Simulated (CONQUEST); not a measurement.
**SiO2 under changes of volume**

One of the cells (14.956 Å³/atom); the others are scaled copies at fixed shape and fractional positions:

```xyz
12
Lattice="4.9546 0.0000 0.0000 0.0000 4.9546 0.0000 0.0000 0.0000 7.3113" Properties=species:S:1:pos:R:3 pbc="T T T"
Si    0.0000    2.4773    1.8278
Si    2.4773    0.0000    5.4835
Si    0.0000    0.0000    0.0000
Si    2.4773    2.4773    3.6557
O     1.9978    1.2386    4.5696
O     4.4750    3.7159    0.9139
O     1.2386    4.4750    6.3974
O     3.7159    1.9978    2.7418
O     1.2386    2.9568    2.7418
O     3.7159    0.4795    6.3974
O     0.4795    1.2386    0.9139
O     2.9568    3.7159    4.5696
```

The cell comes from a database or a generator and needn't be the stable form of this composition.

* Program: CONQUEST 1.3
* Functional: PBEsol
* Potentials or basis: PseudoDojo NC PBEsol, DZP, grid of 60 × 60 × 80 points
* k mesh: 6 × 6 × 4
* Occupations: fermi-dirac, width 0.05 eV
* Spin: no spin polarisation

```csv
volume (Å³/atom),energy over the lowest point (meV/atom),pressure (GPa),gap on the mesh (eV),largest force (eV/Å)
14.059,?,?,?,?
14.358,34.08,11.5,6.58,0.992
14.657,16.13,7.7,6.44,0.746
14.956,5.03,4.3,6.30,0.508
15.256,0.00,1.2,6.14,0.295
15.555,0.53,-1.6,5.98,0.105
15.854,6.04,-4.2,5.82,0.074
```

Task: What does the run at 14.059 Å³/atom give?

Result: Energy over the lowest point 59.41 meV/atom; pressure 15.7 GPa; gap on the mesh 6.71 eV; largest force 1.267 eV/Å.

Worked out: A Birch-Murnaghan fit of order 3 (a polynomial in V^(-2/3)) to the other rows has its minimum at 15.37 Å³/atom with B0 = V·E''(V) = 146 GPa and B' = 4.4 at fixed shape and positions, which overstates the stiffness. It gives 59.57 meV/atom at 14.059 Å³/atom, against the run's 59.41, and -dE/dV = 15.8 GPa, against 15.7. A parabola through the other rows of the gap, of slope -5.99 eV per unit of ln V there, extrapolates to 6.71 eV, against the run's 6.71.

Energies are extrapolated to zero smearing.

Caveats: the basis of atomic orbitals isn't converged, which shifts pressures, moduli and gaps; forces of over 1 eV/Å show positions far from the minimum, so gaps and moduli don't describe the material at rest (some runs).

A mesh can miss the band edges.
